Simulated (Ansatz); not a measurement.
Zinc-blende InN (metastable phase) was calculated with r²SCAN (Ansatz, a first-principles code, plane waves, PAW).

Numerical settings: plane-wave cutoff 600 eV, 24×24×24 k mesh, Fermi–Dirac smearing 0.05 eV, scalar-relativistic PAW data made under PBE.

Computed at the level's own relaxed cell.

```
InN
1.0
    0.00000     2.49956     2.49956
    2.49956     0.00000     2.49956
    2.49956     2.49956     0.00000
In N
1 1
Direct
  0.00000   0.00000   0.00000
  0.75000   0.75000   0.75000
```

### Question
Give the elastic tensor (Voigt notation, GPa, ions relaxed, in the Cartesian axes of the cell as printed).

### Answer

```
  178.7   120.4   120.4     0.0     0.0     0.0
  120.4   178.7   120.4     0.0     0.0     0.0
  120.4   120.4   178.7     0.0     0.0     0.0
    0.0     0.0     0.0    84.3     0.0     0.0
    0.0     0.0     0.0     0.0    84.3     0.0
    0.0     0.0     0.0     0.0     0.0    84.3
```

Note: the solid has no gap at this level, which affects its response.

The computed numbers hold no vibrational or temperature effects.
